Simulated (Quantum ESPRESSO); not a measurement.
# WC (Qusongite) under changes of volume

One of the cells (10.376 Å³/atom); the others are scaled copies at fixed shape and fractional positions:

```xyz
2
Lattice="2.9065 0.0000 0.0000 -1.4532 2.5171 0.0000 0.0000 0.0000 2.8366" Properties=species:S:1:pos:R:3 pbc="T T T"
W     0.0000    0.0000    0.0000
C     1.4533    0.8390    1.4183
```

```yaml
Program: Quantum ESPRESSO 7.5
Functional: r2SCAN
Potentials_or_basis: SG15 PBE 1.2
Cutoff: 1197 eV
Density_cutoff: 4789 eV
k_mesh: 6 × 6 × 6
Occupations: fermi-dirac, width 0.05 eV
Spin: no spin polarisation
```

```csv
volume (Å³/atom),energy over the lowest point (meV/atom),pressure (GPa)
9.754,20.90,17.7
9.961,4.40,7.9
10.169,0.00,-1.0
10.376,6.48,-8.9
10.584,22.71,-16.1
10.791,47.68,-22.5
10.999,?,?
```

What does the run at 10.999 Å³/atom give?

Energy over the lowest point 80.48 meV/atom; pressure -28.2 GPa.

Worked out: A Birch-Murnaghan fit of order 3 (a polynomial in V^(-2/3)) to the other rows has its minimum at 10.15 Å³/atom with B0 = V·E''(V) = 415 GPa and B' = 4.3 at fixed shape and positions, which overstates the stiffness. It gives 80.62 meV/atom at 10.999 Å³/atom, against the run's 80.48, and -dE/dV = -28.2 GPa, against -28.2.

Energies are extrapolated to zero smearing.

Caveats: all runs use coarse meshes; the potentials were made for another functional, which shifts forces and pressure.
